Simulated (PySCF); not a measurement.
One of the candidates below gave these computed data.

All candidates are C4H10O.

| technique | computed result |
| --- | --- |
| Triplet | lowest triplet excitation (Tamm–Dancoff): 6.55 eV [TDA B3LYP/def2-SVPD] |
| NMR, other nuclei | isotropic shieldings of nuclei other than C and H, by class: 287 (1 O) ppm [GIAO PBE0/pcSseg-1] |
| 13C NMR | chemical shifts (computed TMS as zero) by class: 77.4 (1 C), 58.5 (1 C), 23.5 (2 C) ppm [GIAO PBE0/pcSseg-1] |
| Rotational structure | rotational constants A, B, C: 7.672, 3.796, 2.821 GHz [GFN2-xTB] |
| 1H NMR | chemical shifts (computed TMS as zero) by class: 3.53 (3 H), 3.37 (1 H), 1.13 (6 H) ppm [GIAO PBE0/pcSseg-1] |
| UV, first state | lowest singlet excitation: 6.66 eV (186 nm, f = 0.010) [TDDFT B3LYP/def2-SVPD] |
| UV, strongest line | among the 8 lowest singlet transitions: S8 at 8.73 eV (142 nm, f = 0.045) [TDDFT B3LYP/def2-SVPD] |
| Couplings | largest of the computed one-bond spin–spin couplings (means over like bonds): 13C–1H +144.2 (×3), 13C–1H +143.2, 13C–1H +132.4 (×6), 13C–13C +38.8 (×2), 17O–13C +24.2, 17O–13C +23.7 Hz [B3LYP/pcJ-1, spin–dipole term left out] |
| Dipole | 1.26 D [B3LYP/def2-SVPD] |

The electronic properties come from PySCF, for the isolated species, density fitting. Levels stand in brackets. Isolated species at its GFN2-xTB geometry (one conformer only). NMR values are class means; diastereotopic atoms form classes of their own.

Task: Which candidate is it?
A. `CCOCC` (diethyl ether)
B. `COC(C)C` (2-methoxypropane)
C. `CCCOC` (1-methoxypropane)

Result: B. It is `COC(C)C`. Numbering: `[CH3:1][O:2][CH:3]([CH3:4])[CH3:5]`. Its formula, C4H10O, gives 0 degrees of unsaturation, so no ring and no π bond. 4 carbons fall into 3 classes; from least to most shielded: sp3 carbon bound to oxygen [C3] (77.4 ppm), methoxy carbon [C1] (58.5 ppm), methyl carbon [C4/C5] (23.5 ppm, 2 C, up to 5.6 ppm apart in this geometry). Hydrogen classes from least to most shielded: 3 H on a methoxy carbon, C1 (3.53 ppm, a mean of values up to 0.8 ppm apart in this geometry), 1 H on an sp3 carbon bound to oxygen, C3 (3.37 ppm), 6 H on 2 methyl carbons, C4/C5 (1.13 ppm, a mean of values up to 1.1 ppm apart in this geometry). The other shieldings belong to: 287 ppm, ether oxygen [O2]. The couplings run between: +144.2 Hz, methoxy carbon [C1] and its hydrogen (with 2 like pairs); +143.2 Hz, sp3 carbon bound to oxygen [C3] and its hydrogen; +132.4 Hz, methyl carbon [C4] and its hydrogen (with 5 like pairs); +38.8 Hz, sp3 carbon bound to oxygen [C3] and methyl carbon [C4] (with 1 like pair); +24.2 Hz, ether oxygen [O2] and methoxy carbon [C1]; +23.7 Hz, ether oxygen [O2] and sp3 carbon bound to oxygen [C3]. The optimised geometry has point group C1 and is an asymmetric top.

The others, at the same levels:
- `CCCOC` fails: it has 4 carbon classes against 3; its computed 13C shifts are 80.6 (1 C), 61.6 (1 C), 27.7 (1 C), 11.7 (1 C) ppm, 1H shifts are 3.52 (3 H), 3.25 (2 H), 1.68 (2 H), 0.91 (3 H) ppm and rotational constant A is 20.068 GHz (against 7.672 GHz).
- `CCOCC` fails: it has 2 carbon classes against 3; its computed 13C shifts are 71.3 (2 C), 18.1 (2 C) ppm, 1H shifts are 3.56 (4 H), 1.28 (6 H) ppm and rotational constant A is 18.069 GHz (against 7.672 GHz).

Each candidate is one conformer, not necessarily the lowest. Dipoles, sizes and rotational constants follow the conformer. The torsions of the flexible species, by atom-mapped SMILES:
- `[CH3:1][O:2][CH:3]([CH3:4])[CH3:5]`: C1–O2–C3–C4 167°
- `[CH3:1][CH2:2][CH2:3][O:4][CH3:5]`: C1–C2–C3–O4 180°, C2–C3–O4–C5 180°
- `[CH3:1][CH2:2][O:3][CH2:4][CH3:5]`: C1–C2–O3–C4 180°, C2–O3–C4–C5 180°
